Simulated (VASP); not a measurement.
The system is HfO2.

```xyz
3
Lattice="0.0000 2.5575 2.5575 2.5575 0.0000 2.5575 2.5575 2.5575 0.0000" Properties=species:S:1:pos:R:3 pbc="T T T"
Hf    0.0000    0.0000    0.0000
O     1.2788    1.2788    1.2788
O     3.8363    3.8363    3.8363
```

Measurements of this composition are mostly on another form, of space group No. 14.

```yaml
Program: VASP 6.6.1
Task: relaxation of cell and atoms
Functional: PBEsol
Potentials_or_basis: VASP PAW PBE potentials, release 64 (Hf_pv, O)
Cutoff: 600 eV
k_mesh: 10 × 10 × 10
Occupations: gaussian, width 0.03 eV
Spin: no spin polarisation
```

At the start: pressure -13.7 GPa; volume 11.15 Å³/atom.

Problem. Where does the relaxation end?

Solution. Over 4 steps the energy falls by 28.0 meV/atom and the volume is 10.53 Å³/atom (-5.5 %); space group Fm-3m (No. 225, to 0.05 Å).

Step by step:
```
step  energy change (eV)  largest force (eV/Å)  pressure (GPa)  volume (Å³)
   1              0.0000                0.0000          -13.75        33.46
   2              0.1212                0.0000           27.64        29.03
   3             -0.0839                0.0000           -0.33        31.64
   4             -0.0839                0.0000           -0.05        31.60
```

Final structure:
```
Hf O
1.0
     0.00000    2.50937    2.50937
     2.50937    0.00000    2.50937
     2.50937    2.50937    0.00000
Hf O
1 2
Cartesian
  0.0000 0.0000 0.0000
  1.2547 1.2547 1.2547
  3.7641 3.7641 3.7641
```

Caveat: the PAW data sets were made with another functional, which shifts forces and pressure a little.
